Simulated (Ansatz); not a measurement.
# What SiGeO4 (built on the sites of a database entry of SiO2) distorts into, part 3 of 3

Wanted: the energy along a soft mode of SiGeO4 (built on the sites of a database entry of SiO2) and the structure at the end.

Ansatz 0.2.0; DFT PBEsol, scalar-relativistic, plane waves, PseudoDojo norm-conserving pseudopotentials.

So far. Step 5 (Energy along the mode, all amplitudes (two of the runs …): The lowest of the steps tried is at 0.32 Å, 9.54 meV/atom below the parent; the bottom of the well need not coincide with a step. Step 7 (The new phase in its own primitive cell): The largest force component left is 0.54 meV/Å and the pressure is 0.000 GPa, within the tolerances set. The cell now holds 16.11 Å³/atom.

The structure was built from a prototype and need not be the compound's stable phase.

## 8. Modes of the new phase, k-mesh 6×6×6

A relaxed structure may still be a saddle point, so its zone-centre modes are computed. The response to a homogeneous field gives the Born charges and the dielectric tensor, and its change with displacement the Raman tensors.

input.yaml reads:

```yaml
crystal:
  lattice:
    - [4.3579346298, -2.7057753889, 0.0]
    - [4.3579346298, 2.7057753889, 0.0]
    - [-2.8594430321, 0.0, 4.0976072276]
  atoms:
    - { symbol: Si, position: [0.9981283861, 0.9981283861, 0.9961948062] }
    - { symbol: Ge, position: [0.2510441687, 0.2510441687, 0.7478717421] }
    - { symbol: O, position: [0.122407596, 0.6381616916, 0.9647504316] }
    - { symbol: O, position: [0.6381616916, 0.122407596, 0.9647504316] }
    - { symbol: O, position: [0.1974694821, 0.1974694821, 0.3546898867] }
    - { symbol: O, position: [0.0427886755, 0.0427886755, 0.7217427018] }
kpoints:
  mp_grid: { grid: [6, 6, 6] }
hamiltonian:
  xc: pbesol
  pseudopotentials: { kind: nc, accuracy: standard }
scf:
  occupations: { method: fixed }
output:
  eigenvalues: true
phonons:
  method: dfpt
  dielectric: true
  rigid_motions: translations
  raman: true
```

Command:

```console
$ ansatz run input.yaml --threads 8 --pin off --max-ram 14336MiB --backend cpu --events-out ev --progress --plain --runs-dir out
```

Numbers of over 12 decimals in the logs are rounded to 6 here.

The program printed:

```text
[...]
Crystal: 6 atoms, lattice volume = 96.635 Å³
Basis set: ecut = 1142.878222 eV, 8445 PW (Γ), exchange–correlation on 120×120×120 points (8 copies of the dense FFT grid, shifted against one another)
Bands: 27, of which v1, the nominal top of the filled ones, is band 21 counted from 1 (20 counted from 0)
Symmetry: 2 space group operations
k-points: 112 of 216 (irreducible under 1 space group operation, time reversal used)
[...]
SCF iter   1: F=—  HF=-4343.533347 eV  |F-HF|=—  |Δ(HF+E_count)|=         —  Δρ=9.57e-2  dr2=7.11e0  ethr=3.10e-3  ⟨swp⟩=5.0  Hψ=12984  notcnv=0  defer=415
[...]
SCF iter  12: F=-4341.229395 eV  HF=-4341.229395 eV  |F-HF|=3.27e-11  |Δ(HF+E_count)|=  2.91e-11  Δρ=2.77e-7  dr2=1.74e-11  ethr=1.00e-12  ⟨swp⟩=16.7  Hψ=23387  notcnv=0
SCF 1 converged in 12 iterations: F = -4341.229395 eV  dr2 = 1.74e-11
NSCF: frozen V_eff on 3 k-points
DFPT response loops at Γ: preconditioner auto → none (the input reference at scf.mixing.eps_inf says where Resta's filter doesn't serve); β = 0.50; Broyden in place of MSR1
── the response to a field inside a basis, on 6×6×6 k-points: an SCF that follows is theirs, and a resumed run solves both again ──
Bands: 22, of which v1, the nominal top of the filled ones, is band 21 counted from 1 (20 counted from 0)
k-points: 63 of 216 (time reversal used)
[...]
Eigensolver: Dense (63 Hₖ)
SCF iter   1: F=—  HF=-4341.210155 eV  |F-HF|=—  |Δ(HF+E_count)|=         —  Δρ=1.71e-4  dr2=2.51e-6  ethr=1.00e-1
[...]
SCF iter   6: F=-4341.210161 eV  HF=-4341.210161 eV  |F-HF|=3.64e-12  |Δ(HF+E_count)|=  5.28e-11  Δρ=2.14e-7  dr2=1.38e-11  ethr=1.00e-12
SCF 1 converged in 6 iterations: F = -4341.210161 eV  dr2 = 1.38e-11
[...]
SCF converged after 12 iterations
Free energy (F): -4341.229395 eV
[...]
Internal energy: -4341.229395 eV  (E = F + TS)
E sigma→0 (E₀):  -4341.229395 eV
Fermi energy:    1.452599 eV
[...]
--- Band table (eV; the first three rows and the last of 112) ---
  k-point 0: bands = [... 17 lower, 0.0425, 0.2142, 0.9822, 1.4289, 5.8071, 9.7111, 10.4959, 10.6577, ... 2 higher]
  k-point 1: bands = [... 17 lower, 0.0383, 0.1807, 0.9394, 1.4148, 6.1995, 9.6169, 10.4374, 10.6796, ... 2 higher]
  k-point 2: bands = [... 17 lower, 0.0017, 0.4310, 0.7670, 1.4326, 6.9588, 9.5097, 10.1412, 10.8284, ... 2 higher]
  k-point 111: bands = [... 17 lower, -0.0558, 0.5079, 0.9170, 1.4367, 7.3020, 9.8841, 9.9511, 10.0501, ... 2 higher]
--- Phonons (Γ-DFPT): 15 representative perturbations + reference, on 112 of 216 k-points (Σ response iterations 51) ---
  k mesh reduced under 1 symmetry operation, with k and −k counted as one. Each operation leaves every solved perturbation unchanged. A smaller set is not considered because the run solves the response to a homogeneous field
  ASR residual: 3.639e-4 → 0.000e0 eV/Å²; symmetrization residual: 3.539e-5 eV/Å²
  ASR residual per site (eV/Å²): 6.70e-5 5.42e-5 3.64e-4 3.64e-4 9.81e-5 1.43e-4
[...]
ε∞ (high-frequency dielectric tensor):
        2.398172     0.000000    -0.014834
        0.000000     2.422310    -0.000000
       -0.014834    -0.000000     2.436325
  softest optical mode at Γ: -83.26 cm⁻¹; the repairs (sum rule, projections) moved no ω² at Γ by more than (4.24 cm⁻¹)²
  Born effective charges Z* (e; rows j = field, columns β = displacement):
    site 0:
         3.35315    0.00000   -0.69042
        -0.00000    3.58504   -0.00000
         0.69505   -0.00000    3.24528
    site 1:
         3.28684   -0.00000    0.36464
         0.00000    3.47622   -0.00000
        -0.36457   -0.00000    3.36662
    site 2:
        -1.47677   -0.84441   -0.20293
        -0.90431   -2.53723   -0.51896
        -0.32708   -0.59353   -1.19706
    site 3:
        -1.47677    0.84441   -0.20293
         0.90431   -2.53723    0.51896
        -0.32708    0.59353   -1.19706
    site 4:
        -1.09139    0.00000   -0.00961
         0.00000   -1.01602    0.00000
        -0.18903    0.00000   -2.83419
    site 5:
        -2.59507   -0.00000    0.74125
        -0.00000   -0.97078    0.00000
         0.51271    0.00000   -1.38359
  Z* charge neutrality: 1.287e-5 e pre-enforcement
  k-mesh period / interband length: 30.0 Å / 1.17 Å = 25.57 at k = (0.0000, 0.0000, 0.0000), direct gap 4.378 eV — 14 or more, which is no proof of convergence
  Raman tensors (in the event stream and the table raman_tensors.tsv): an entry may err by 8.1e-3 Å², one of the second-order susceptibility by 5.4e-3 pm/V (basis, points and sum rule); their sum over the sites missed zero by 2.475e-4 Å² ahead of its enforcement
  optical modes at Γ without the LO–TO term, one row a degenerate level:
      ω (cm⁻¹)  modes    IR ((D/Å)²/amu)  static Raman (Å⁴/amu)  depolarisation
        -83.26      1             0.0003                 0.0489           0.750
        135.84      1             0.1402                 1.6806           0.750
        284.93      1             3.2716                 2.4823           0.398
        303.77      1             3.4080                 1.2193           0.750
        328.02      1             3.7423                23.7390           0.022
        350.81      1             3.5560                 0.1790           0.750
        369.47      1             1.3186                37.5160           0.003
        380.20      1             1.6973                 4.9144           0.022
        596.38      1             0.0935                 5.4519           0.750
        630.91      1             3.3634                 8.8907           0.516
        645.40      1             3.3199                 4.4354           0.625
        950.33      1            23.1806                 2.8354           0.381
        965.78      1            19.6974                 2.2560           0.099
       1001.96      1            31.7472                 0.5690           0.750
       1054.98      1             7.1187                 5.9838           0.043
  optical modes at Γ + LO–TO along q̂ = [1.0000, 0.0000, 0.0000]:
      ω (cm⁻¹)  modes    IR ((D/Å)²/amu)  static Raman (Å⁴/amu)  depolarisation
        -83.26      1             0.0003                 0.0489           0.750
        135.84      1             0.1402                 1.6806           0.750
        303.77      1             3.4080                 1.2193           0.750
        311.34      1             1.6690                 8.7526           0.089
        330.59      1             3.0812                17.0965           0.030
        350.81      1             3.5560                 0.1790           0.750
        369.47      1             1.3207                37.8937           0.003
        399.77      1             1.4896                 5.0025           0.010
        596.38      1             0.0935                 5.4519           0.750
        632.78      1             3.2429                 7.0851           0.552
        662.05      1             1.9761                 6.7484           0.596
        950.56      1            22.7673                 2.9148           0.317
       1001.96      1            31.7472                 0.5690           0.750
       1022.42      1             5.6455                 6.1400           0.026
       1119.84      1            25.5176                 6.8427           0.559
  optical modes at Γ + LO–TO along q̂ = [0.0000, 1.0000, 0.0000]:
      ω (cm⁻¹)  modes    IR ((D/Å)²/amu)  static Raman (Å⁴/amu)  depolarisation
        -83.25      1             0.0001                 0.0494           0.750
        138.13      1             0.0339                 1.5005           0.750
        284.93      1             3.2716                 2.4823           0.398
        320.81      1             0.3095                 0.7204           0.750
        328.02      1             3.7423                23.7390           0.022
        369.47      1             1.3186                37.5160           0.003
        380.20      1             1.6973                 4.9144           0.022
        399.91      1             3.5261                 0.1402           0.750
        596.98      1             0.0664                 5.3204           0.750
        630.91      1             3.3634                 8.8907           0.516
[...]
optical modes at Γ + LO–TO along q̂ = [0.0000, 0.0000, 1.0000]:
      ω (cm⁻¹)  modes    IR ((D/Å)²/amu)  static Raman (Å⁴/amu)  depolarisation
[...]
303.77      1             3.4080                 1.2193           0.750
        349.86      1             0.5643                55.9627           0.007
        350.81      1             3.5560                 0.1790           0.750
        380.20      1             1.7003                 4.6559           0.024
        392.22      1             1.9731                 5.9690           0.008
        596.38      1             0.0935                 5.4519           0.750
        639.96      1             3.2037                10.1586           0.534
        653.93      1             2.0860                 3.9802           0.746
        965.77      1            19.8301                 2.2354           0.112
       1001.96      1            31.7472                 0.5690           0.750
       1033.25      1            11.0042                 9.6716           0.263
       1091.59      1            23.1095                 7.1734           0.528
```

Wall time 4.6 min (8 threads of AMD EPYC 9R45, shared host); peak memory 5.3 GiB; 34 min of CPU time.

This step gave:

```yaml
sum_rule_residual_before_enforcement: 3.64e-4 eV/Å²
miss_of_the_charge_sum_rule: 1.29e-5 e
point_group: m
highest_optical_mode_at_the_zone_centre_no_lo_to_term: 1055 cm⁻¹
lowest_optical_zone_centre_mode: -83.26 cm⁻¹
mean_high_frequency_dielectric_constant: 2.419
largest_born_charge_third_of_the_trace: 3.395 e
top_of_the_zone_centre_spectrum_with_the_field: 1145 cm⁻¹
```

Without the LO-TO term. Patterns of degenerate modes are one choice out of their space. Modes at Γ, with each element's share of the kinetic energy (negative means imaginary):

```
mode  frequency (cm⁻¹)  symmetry  Si %  Ge %  O %
   1             -83.3       A''     0     0  100
   2               0.0  acoustic    17    44   39
   3               0.0  acoustic    17    44   39
   4               0.0  acoustic    17    44   39
   5             135.8       A''     1     4   95
   6             284.9        A'     1    21   79
   7             303.8       A''     0    20   80
   8             328.0        A'     6    26   68
   9             350.8       A''     7     6   88
  10             369.5        A'    13     8   79
  11             380.2        A'    23    17   61
  12             596.4       A''    53    25   23
  13             630.9        A'    42    19   39
  14             645.4        A'    36    17   47
  15             950.3        A'    22     2   76
  16             965.8        A'    19     1   79
  17            1002.0       A''    22     2   76
  18            1055.0        A'     5     1   95
```

Displacements in mode 1 (-83.3 cm⁻¹), the largest set to 1:
```
Si1  0.00  0.00  0.00
Ge2  0.00  0.00  0.00
O3   1.00 -0.78  0.66
O4  -1.00 -0.78 -0.66
O5   0.00  0.80  0.00
O6   0.00  0.74  0.00
```

Displacements in mode 10 (369.5 cm⁻¹), the largest set to 1:
```
Si1  0.41  0.00  0.17
Ge2 -0.20  0.00  0.09
O3  -0.28  0.29  0.02
O4  -0.28 -0.29  0.02
O5   1.00  0.00  0.10
O6  -0.27  0.00 -0.85
```

Optical modes at the zone centre, without and with the macroscopic field of the longitudinal modes; each column is sorted by frequency, so a row need not hold one and the same mode. Modes with and without the field, by row:

```
rank among optical modes  no field (cm⁻¹)  q along (1, 0, 0) (cm⁻¹)  q along (0, 1, 0) (cm⁻¹)  q along (0, 0, 1) (cm⁻¹)
                       1            -83.3                     -83.3                     -83.2                     -83.3
                       2            135.8                     135.8                     138.1                     135.8
                       3            284.9                     303.8                     284.9                     285.8
                       4            303.8                     311.3                     320.8                     303.8
                       5              328                     330.6                       328                     349.9
                       6            350.8                     350.8                     369.5                     350.8
                       7            369.5                     369.5                     380.2                     380.2
                       8            380.2                     399.8                     399.9                     392.2
                       9            596.4                     596.4                       597                     596.4
                      10            630.9                     632.8                     630.9                       640
                      11            645.4                       662                     645.4                     653.9
                      12            950.3                     950.6                     950.3                     965.8
                      13            965.8                      1002                     965.8                      1002
                      14             1002                      1022                      1055                      1033
                      15             1055                      1120                      1144                      1092
```

Born charge (rows field, columns displacement) (e), principal values of the symmetric part by kind of site:

```
atom  atoms with these values    low  middle   high   mean
 Si1                        1   3.25    3.35   3.58   3.39
 Ge2                        1   3.29    3.37   3.48   3.38
  O3                        2  -3.22   -1.04  -0.96  -1.74
  O5                        1  -2.84   -1.09  -1.02  -1.65
  O6                        1  -2.86   -1.12  -0.97  -1.65
```

In full for Ge2:

```
 3.29  0.00  0.36
 0.00  3.48  0.00
-0.36  0.00  3.37
```

High-frequency dielectric tensor:

```
 2.40  0.00 -0.01
 0.00  2.42  0.00
-0.01  0.00  2.44
```

Transverse modes; imaginary modes are left out. Infrared lines, with heights relative to the strongest:

```
position (cm⁻¹)  label  relative intensity
            136    A''                 0.4
            285     A'                  10
            304    A''                  11
            328     A'                  12
            351    A''                  11
            370     A'                 4.2
            380     A'                 5.3
            596    A''                 0.3
            631     A'                  11
            645     A'                  10
            950     A'                  73
            966     A'                  62
           1002    A''                 100
           1055     A'                  22
```

Activity x (w_L - w)^4 (n + 1)/w, 532 nm, 300 K; imaginary modes are left out; modes without the macroscopic field alone. Lines of the Raman spectrum (strongest = 100):

```
position (cm⁻¹)  label  relative intensity
            136    A''                  22
            285     A'                  10
            304    A''                 4.3
            328     A'                  75
            351    A''                 0.5
            370     A'                 100
            380     A'                  13
            596    A''                 7.5
            631     A'                  11
            645     A'                 5.5
            950     A'                 2.2
            966     A'                 1.7
           1002    A''                 0.4
           1055     A'                 4.0
```

Before it was imposed, the acoustic sum rule was missed by 3.6e-4 eV/Å² and the charge sum rule by 1.3e-5 e. Small misses are needed for a sound result but don't prove that mesh and cutoff are converged. The lowest optical mode is imaginary, 83.3i cm⁻¹, so the energy falls along it.

## 9. What came out

| Quantity | Value |
| --- | --- |
| unstable mode of the parent | q = (0, 0, 0), 124i cm⁻¹ |
| depth at the lowest point sampled | 9.54 meV/atom |
| largest atomic shift at that point | 0.32 Å |
| space group reached (within 0.01 Å) | Cm |
| energy gained over the parent (first relaxation, on the mesh of the frozen mode) | 49.3 meV/atom |
| volume per atom, phase reached | 16.1 Å³ |
| gap on the k-mesh, phase reached | 4.35 eV |
| lowest optical zone-centre mode, phase reached | -83.3 cm⁻¹ |
| highest optical mode at the zone centre (no LO-TO term), phase reached | 1055 cm⁻¹ |

What this shows: Along this mode the structure falls into Cm, 49.3 meV/atom below the parent. At the parent's cell the well is 9.535 meV/atom deep on the steps tried, with its lowest point at a shift of 0.32 Å. Relaxing atoms and cell changes the gain by +39.73 meV/atom against the lowest step (energies at zero smearing). Most of the total comes from this relaxation. The new phase still has an imaginary mode at the zone centre of its cell, so it is a saddle point on the way to a lower structure. Of the 4 patterns followed to their end from this parent, this one ends 15.4 meV/atom above the lowest, I-4. Each path keeps the symmetry of its pattern, so a lower phase may lie along a pattern not tried. The program warns that the interpolation holds no quadrupole term, so branches close to Γ can be off in this crystal. The starting cell was built on a prototype and not taken from a measurement, so the phase need not exist.

[Logs are printed without paths, hosts, clocks, repeated set-up lines and the standing remarks that a program may print on its own settings, such as how far it seeks lower states.]

[Hosts, paths, dates, database ids (printed as entryN), source tags and the programs' standing remarks are cut or masked in the printed files.]
